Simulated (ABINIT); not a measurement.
Crystal: As.

```
As
1.0
     1.88080    1.08588    3.51406
    -1.88080    1.08588    3.51406
     0.00000   -2.17176    3.51406
As
2
Direct
  0.22600 0.22600 0.22600
  0.77400 0.77400 0.77400
```

Base run:

| Quantity | Value |
| --- | --- |
| Program | ABINIT 10.8.3 (patched build) |
| Functional | revPBE |
| Potentials or basis | JTH PAW PBE v2.0 |
| Cutoff | 490 eV |
| k mesh | 9 × 9 × 9 |
| Occupations | fermi-dirac, width 0.05 eV |
| Spin | no spin polarisation |

Its results: band gap on the k mesh none (metal or under the smearing width); pressure 5.0 GPa; largest force 0.477 eV/Å.

Problem. After a change of settings the same cell gave: band gap on the k mesh none (metal or under the smearing width); pressure 9.0 GPa; largest force 0.443 eV/Å. Which change was it?
A. functional from revPBE to r2SCAN
B. functional from revPBE to BLYP
C. functional from revPBE to WC
D. functional from revPBE to PBEsol

Solution. B.

Caveats: the PAW data sets were made with another functional, which shifts forces and pressure a little.
